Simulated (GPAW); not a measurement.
Here is a GPAW 26.7.0 calculation.

run.py

```python
from ase import Atoms
from ase.dft.bandgap import bandgap
from ase.io import write
from ase.units import GPa
from gpaw import GPAW, PW

atoms = Atoms(['Bi', 'Bi'],
              cell=[[2.2675, 1.3091417354, 3.938],
                    [-2.2675, 1.3091417354, 3.938],
                    [0.0, -2.6182834708, 3.938]],
              scaled_positions=[[0.766, 0.766, 0.766],
                                [0.234, 0.234, 0.234]],
              pbc=True)

calc = GPAW(mode=PW(500),
            xc='PBE',
            kpts={'size': (6, 6, 6), 'gamma': True},
            occupations={'name': 'fermi-dirac', 'width': 0.05},
            nbands=25,
            maxiter=120,
            txt='gpaw.txt')
atoms.calc = calc
energy = atoms.get_potential_energy()
forces = atoms.get_forces()
stress = atoms.get_stress()
calc.write('gs.gpw')
write('result.traj', atoms)
print(f'Energy: {energy:.6f} eV')
print('Forces (eV/A):')
print(forces.round(4))
print('Stress (GPa):', (stress / GPa).round(3))
print('Fermi level:', round(calc.get_fermi_level(), 4), 'eV')
print(f'Gap: {bandgap(calc)[0]:.4f} eV, direct: {bandgap(calc, direct=True)[0]:.4f} eV')
```

Potentials or basis: GPAW PAW data sets (gpaw-data 1.2.1), pw.

Command:

```console
$ OMP_NUM_THREADS=1 python run.py
```

Question: What does it give for the pressure?

Answer: 2.0 GPa.

Question: Predict the band gap on the k mesh.

Answer: None (metal or under the smearing width).

Question: What does it give for the largest force?

Answer: 0.113 eV/Å.

Forces in eV/Å, atoms in the order of the input:
```
Bi   0.000  0.000 -0.113
Bi   0.000  0.000  0.113
```

Caveat: the cutoff is short for stress and forces, so pressures can be off by a GPa or more; spin-orbit coupling is left out, which moves the levels of the heavy elements.
